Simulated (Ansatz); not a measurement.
# FeS₂: do the settings matter for the field gradients?

This input was run with Ansatz:

```yaml
crystal:
  lattice:
    - [5.4178, 0.0, 0.0]
    - [0.0, 5.4178, 0.0]
    - [0.0, 0.0, 5.4178]
  atoms:
    - { symbol: Fe, position: [0.0, 0.0, 0.0], spin: 3.0 }
    - { symbol: Fe, position: [0.5, 0.0, 0.5], spin: 3.0 }
    - { symbol: Fe, position: [0.5, 0.5, 0.0], spin: 3.0 }
    - { symbol: Fe, position: [0.0, 0.5, 0.5], spin: 3.0 }
    - { symbol: S, position: [0.38482, 0.38482, 0.38482] }
    - { symbol: S, position: [0.11518, 0.61518, 0.88482] }
    - { symbol: S, position: [0.88482, 0.11518, 0.61518] }
    - { symbol: S, position: [0.61518, 0.88482, 0.11518] }
    - { symbol: S, position: [0.61518, 0.61518, 0.61518] }
    - { symbol: S, position: [0.88482, 0.38482, 0.11518] }
    - { symbol: S, position: [0.11518, 0.88482, 0.38482] }
    - { symbol: S, position: [0.38482, 0.11518, 0.88482] }
magnetization:
  spin_polarized: true
kpoints:
  mp_grid: { grid: [8, 8, 8] }
scf:
  occupations: { method: fermi_dirac, width: 0.05 }
  mixing: { preconditioner: local_kerker }
hamiltonian:
  xc: pbe
  pseudopotentials: { kind: paw }
output:
  forces: true
  stress: true
  populations: true
  efg:
    quadrupole_moments_barn: { Fe: 0.16, S: -0.0694 }
    contact_densities: true
  write_density: true
  write_potential: true
  elf: true
  volumetric_format: npy
total_charge: -1
basis:
  ecutrho_ratio: 8
```

The quadrupole moment typed for Fe is that of the 14.4 keV Mössbauer state of ⁵⁷Fe; the ground state has I = 1/2 and no quadrupole moment.

It converged. Of its output the block on the nuclei alone is shown, without the SCF iterations, energies, forces and stress (one atom of each set):

```
--- PAW observables at the nuclei: V_zz in 10²¹ V/m², potentials from the cell's mean, atoms counted from 1 ---
  atom   1  Fe V_zz =    -2.868021   η = 0.0000   by run symmetry: allowed   C_q = -11.0958 MHz
            electrostatic potential = -3208.498939 V   contact ρ = 100570.674145 e/Å³   contact ρ_s (e/Å³): all electrons -0.000003, valence +0.000006
  atom   5  S  V_zz =   +12.782889   η = 0.0000   by run symmetry: allowed   C_q = -21.4508 MHz
            electrostatic potential = -1637.524998 V   contact ρ = 19770.185980 e/Å³   contact ρ_s (e/Å³): all electrons +0.000014, valence +0.000014
```

(1) Can these gradients be trusted, and how do they compare with a run on standard settings?

## Answers

(1) Only as results of these settings. Against the standard input the change is `total_charge`: not typed → -1; `scf.mixing.preconditioner`: not typed → local_kerker; `basis.ecutrho_ratio`: not typed → 8. A site carries the number of its first atom; V_zz in 10²¹ V/m².

```json
{"site": "Fe", "V_zz standard": "-3.70", "η standard": "0.00", "V_zz here": "-2.87", "η here": "0.00"}
{"site": "S", "V_zz standard": "14.57", "η standard": "0.00", "V_zz here": "12.78", "η here": "0.00"}
```

The largest change of V_zz is on S, from 14.57 to 12.78. In per cent, |V_zz| changes by -23 on Fe, -12 on S (all sites that start above 2). The changed cell holds a charge of -1 on a uniform background, so it isn't the neutral crystal. At these positions the changed run has forces up to 0.9 eV/Å, so its atoms aren't at their own equilibrium. The gap no longer holds the Fermi energy in the changed run, so its gradients also hang on the k-mesh and the smearing. SCF iterations: 12 and 13.

On the reference run: The largest force is 0.3 eV/Å, so the atoms aren't at the calculated equilibrium and relaxing them would move these values. With these PAW files V_zz is typically within 2 to 3 % of all-electron values, but misses above 10 % occur on Fe. The start moments die out, and the run ends without spin.
